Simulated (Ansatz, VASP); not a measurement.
One calculation of Na, two programs

```
Na
1.0
     3.69166    0.00000    0.00000
    -1.84583    3.19707    0.00000
     0.00000    0.00000    6.15400
Na
2
Direct
  0.33333 0.66667 0.25000
  0.66667 0.33333 0.75000
```

Change from the starting cell: equal xx and yy strain of -2 %.

Alike in both runs: task single point; functional LDA; k mesh 11 × 11 × 6; occupations fermi-dirac, width 0.05 eV; no spin polarisation.

```csv
,VASP,Ansatz
version,VASP 6.6.1,Ansatz 0.2.0
potentials or method,"VASP PAW LDA potentials, release 64 (Na_pv), cutoff 520 eV","all-electron LAPW, scalar-relativistic"
```

|  | VASP | Ansatz | Ansatz less VASP |
| --- | --- | --- | --- |
| pressure (GPa) | -0.6 | -0.6 | -0.04 |
| largest component of the traceless stress (GPa) | 0.06 | 0.06 | 0.000 |

Ansatz ran all-electron here, so the differences hold the error of VASP's frozen core and of both bases.
